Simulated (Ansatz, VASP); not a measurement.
One calculation of HfB2, two programs

Contents of INCAR:

```
SYSTEM = HfB2
PREC     = Accurate       ! precision mode
ENCUT    = 600            ! plane-wave cutoff, eV
EDIFF    = 1E-7           ! SCF threshold, eV
ISMEAR   = 0              ! smearing method
SIGMA    = 0.05           ! smearing width, eV
LREAL    = .False.        ! projectors in reciprocal space
LASPH    = .True.         ! aspherical terms in the spheres
NELM     = 80             ! most SCF steps
ALGO     = Normal         ! electronic algorithm
ISIF     = 4              ! what is computed and relaxed
LWAVE    = .False.        ! write WAVECAR
LCHARG   = .False.        ! write CHGCAR
GGA      = PS             ! functional
IBRION   = 2              ! ionic algorithm
NSW      = 60             ! ionic steps
EDIFFG   = -0.01          ! ionic threshold
```

KPOINTS

```
Automatic mesh
0
Gamma
  12 12 10
  0 0 0
```

POSCAR

```
HfB2
1.0
    3.1482623597      0.0000000000      0.0000000000
   -1.5741311798      2.7264751813      0.0000000000
    0.0000000000      0.0000000000      3.4695183759
Hf B
1 2
Direct
    0.0000000000      0.0000000000      0.0000000000
    0.3333333333      0.6666666667      0.5000000000
    0.6666666667      0.3333333333      0.5000000000
```

Input for Ansatz:

```yaml
crystal:
  lattice:
    - [3.1482623597, 0.0, 0.0]
    - [-1.5741311798, 2.7264751813, 0.0]
    - [0.0, 0.0, 3.4695183759]
  atoms:
    - { symbol: Hf, position: [0.0, 0.0, 0.0] }
    - { symbol: B, position: [0.3333333333, 0.6666666667, 0.5] }
    - { symbol: B, position: [0.6666666667, 0.3333333333, 0.5] }
basis:
  ecutwfc: 420
  ecutrho_ratio: 4
kpoints:
  mp_grid: { grid: [12, 12, 10] }
hamiltonian:
  xc: pbesol
scf:
  occupations: { method: gaussian, width: 0.05 }
output:
  forces: true
  stress: true
  eigenvalues: true
relax:
  f_tol: 0.01
  max_steps: 40
  cell: { stress_tol: 0.1, fix: [volume] }
```

Alike in both runs: task relaxation of shape and atoms at fixed volume; functional PBEsol; k mesh 12 × 12 × 10; occupations gaussian, width 0.05 eV; no spin polarisation.

```csv
,VASP,Ansatz
version,VASP 6.6.1,Ansatz 0.2.0
potentials or method,"VASP PAW PBE potentials, release 64 (Hf_pv, B)","scalar-relativistic, plane waves, PAW"
plane-wave cutoff (eV),600,420
valence electrons in the cell,16,32
```

|  | VASP | Ansatz | Ansatz less VASP |
| --- | --- | --- | --- |
| relaxed volume (Å³/atom) | 9.93 | 9.93 | 0.000 |
| relaxed cell length with the largest relative difference (Å) | 3.476 | 3.474 | -0.0019 |

The two sets of potentials don't hold the same shells in valence.

Caveats: the PAW data sets were made with another functional, which shifts forces and pressure a little (VASP). The runs have no spin-orbit coupling, so splittings on Hf are missing.
